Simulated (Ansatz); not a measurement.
TiPbO$_{3}$ in Ansatz, settings compared

input.yaml:

```yaml
crystal:
  lattice:
    - [3.86317707, 0.0, 0.0]
    - [0.0, 3.86317707, 0.0]
    - [0.0, 0.0, 4.09708713]
  atoms:
    - { symbol: Pb, position: [0.0, 0.0, 0.0] }
    - { symbol: Ti, position: [0.5, 0.5, 0.5368] }
    - { symbol: O, position: [0.5, 0.5, 0.11] }
    - { symbol: O, position: [0.5, 0.0, 0.609] }
    - { symbol: O, position: [0.0, 0.5, 0.609] }
  symmetry: { tolerance: 0.0003 }
kpoints:
  mp_grid: { grid: [5, 5, 5], shift: [0, 0, 0] }
magnetization:
  spin_polarized: false
scf:
  occupations: { method: fermi_dirac, width: 0.0484 }
hamiltonian:
  pseudopotentials: { kind: paw }
  xc: pbe
basis:
  ecutwfc: 420
output:
  forces: true
  stress: true
  eigenvalues: true
  write_density: true
  write_potential: true
  elf: true
  volumetric_format: npy
```

Launch command:

```bash
ansatz run input.yaml --threads 1 --pin off --max-ram 2560MiB --backend cpu --events-out ev --progress --plain --runs-dir out
```

Origin of the cell: a database entry, scaled a little.

Output of this run (shortened):

```
SCF iter   1: F=—  HF=-16112.349820 eV  Δρ=1.80e-3  dr2=1.15e-3
SCF iter   2: F=—  HF=-16112.350101 eV  Δρ=7.93e-4  dr2=1.61e-4
SCF iter   3: F=—  HF=-16112.350328 eV  Δρ=2.35e-4  dr2=2.21e-5
SCF iter   4: F=—  HF=-16112.350307 eV  Δρ=4.13e-5  dr2=8.98e-7
SCF iter   5: F=-16112.350307 eV  HF=-16112.350307 eV  Δρ=1.22e-5  dr2=9.05e-8
SCF iter   6: F=-16112.350307 eV  HF=-16112.350307 eV  Δρ=3.86e-6  dr2=8.98e-9
SCF 1 converged in 6 iterations: F = -16112.350307 eV  dr2 = 8.98e-9
SCF converged after 6 iterations
Free energy (F): -16112.350307 eV
Harris-Foulkes:  -16112.350307 eV  (|F-HF|=3.46e-10)
Internal energy: -16112.350307 eV  (E = F + TS)
E sigma→0 (E₀):  -16112.350307 eV
Fermi energy:    11.691888 eV
--- Per-component energies (eV) ---
  E_band       = -153.313497
  E_kinetic    = 1090.249699
  E_local      = -2629.010897  (includes V_loc(G=0)·N_el)
  E_nonlocal   = 497.648174
  E_hartree    = 1016.749860
  E_xc         = -543.888012
  E_vxc        = -542.288763  (∫ρ·V_xc dr)
  E_paw        = -11921.893906  (= ΣΔE_a)
  E_vpaw       = -603.419157  (= ΣTr[D̂ρ^β])
  E_aug_tail   = 0.007549  (compensation charges beyond the density's cutoff)
  E_ewald      = -3622.212773
  E_smearing   = -0.000000  (= −TS)
  Σ components = -16112.350307   (vs F -16112.350307, Δ=0.00e0)
--- Forces (eV/Å), atoms counted from 1 ---
  atom   1  Pb    -0.000000     0.000000     0.232022
  atom   2  Ti    -0.000000     0.000000     0.383227
  atom   3  O     -0.000000     0.000000    -0.871774
  atom   4  O     -0.000000     0.000000     0.128241
  atom   5  O      0.000000     0.000000     0.128241
  max |Σ_I F_I| component: 4.29e-5 eV/Å
--- Stress (GPa, compression-positive) ---
       10.507063       0.000000       0.000000
        0.000000      10.507063       0.000000
        0.000000       0.000000      12.088698
  P = ⅓ Tr σ = 11.0343 GPa (110.343 kbar)
```

The same input was run again with these changes:

1. `scf.eigensolver.kind` default → davidson
2. `scf.algorithm` default → direct_min
3. `hamiltonian.dispersion` default → d3bj; `crystal.symmetry` { tolerance: 0.0003 } → { detect: false }
4. `scf.mixing.preconditioner` default → kerker_dos; `basis.ecutrho_ratio` default → 4

```csv
run,end,SCF iterations,P (GPa),max force component (eV/Å),moment (μB),ΔE(σ→0) (meV/atom)
base,converged,6,11.03,0.872,–,0
1,converged,6,11.03,0.872,–,0.00
2,converged,7,11.03,0.872,–,0.00
3,converged,6,7.42,0.866,–,–
4,converged,7,11.03,0.872,–,0.00
```

Energies are compared only where functional, datasets, charge and starting cell are the same.

Caveats of the base run: no spin-orbit coupling, though heavy elements are present.

The base run ran for 5.5 s of wall time on 1 CPU thread(s) of a shared host, from the program's own first density.
